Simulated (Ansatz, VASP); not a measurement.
KCl in VASP and in Ansatz

```
K Cl
1.0
     3.63400   -0.01817   -0.01817
    -0.01817    3.63400   -0.01817
    -0.01817   -0.01817    3.63400
K Cl
1 1
Direct
  0.00000 0.00000 0.00000
  0.50000 0.50000 0.50000
```

Change from the starting cell: equal xy, yz and zx shear strains of -1 %.

Alike in both runs: task single point; functional PBEsol; k mesh 7 × 7 × 7; occupations fermi-dirac, width 0.01 eV; no spin polarisation.

|  | VASP | Ansatz |
| --- | --- | --- |
| version | VASP 6.6.1 | Ansatz 0.2.0 |
| potentials or method | VASP PAW PBE potentials, release 64 (K_sv, Cl), cutoff 520 eV | all-electron LAPW, scalar-relativistic |

VASP gave:

```
gap on the k mesh at the Fermi level (eV)       : 5.40
pressure (GPa)                                  : 2.4
largest component of the traceless stress (GPa) : 0.15
```

Problem. Estimate Ansatz's values.

Solution. gap on the k mesh at the Fermi level (eV): 5.40; pressure (GPa): 2.3; largest component of the traceless stress (GPa): 0.14.

Ansatz ran all-electron here, so the differences hold the error of VASP's frozen core and of both bases.

Caveats: the PAW data sets were made with another functional, which shifts forces and pressure a little (VASP); an odd mesh through Γ misses points on the zone boundary, where band edges often lie.
